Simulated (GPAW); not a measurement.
The system is Cr.

```xyz
2
Lattice="2.7140 0.0000 0.0000 -1.3570 2.3504 0.0000 0.0000 0.0000 4.4100" Properties=species:S:1:pos:R:3 pbc="T T T"
Cr    1.3570    0.7835    3.3075
Cr    0.0000    1.5669    1.1025
```

This isn't the form of Cr at room conditions, which is bcc.

Base run:

```yaml
Program: GPAW 26.7.0
Functional: PBEsol
Potentials_or_basis: PAW data sets generated in the run's folder for this functional
Cutoff: 600 eV
Basis: pw
k_mesh: 10 × 10 × 5
Occupations: fermi-dirac, width 0.05 eV
Spin: collinear spin, ferromagnetic start
Starting_moments: "[3.0, 3.0] μB"
Hubbard_terms: Cr d U = 2 eV
```

Its results: pressure 12.6 GPa; net moment 6.62 μB per cell; site moments Cr +2.94 μB.

The run is repeated on the same cell with these changes: hubbard terms from Cr d U = 2 eV to Cr d U = 6 eV. What comes out?

Pressure 53.0 GPa; net moment 9.47 μB per cell; site moments Cr +4.06 μB.

Caveats: the U is typed as a test and isn't derived for this compound; a pressure of tens of GPa on the cell as given is suspect, and the run, the potentials or the cell itself is likely at fault (some runs).

Not every run made on this cell is shown here.
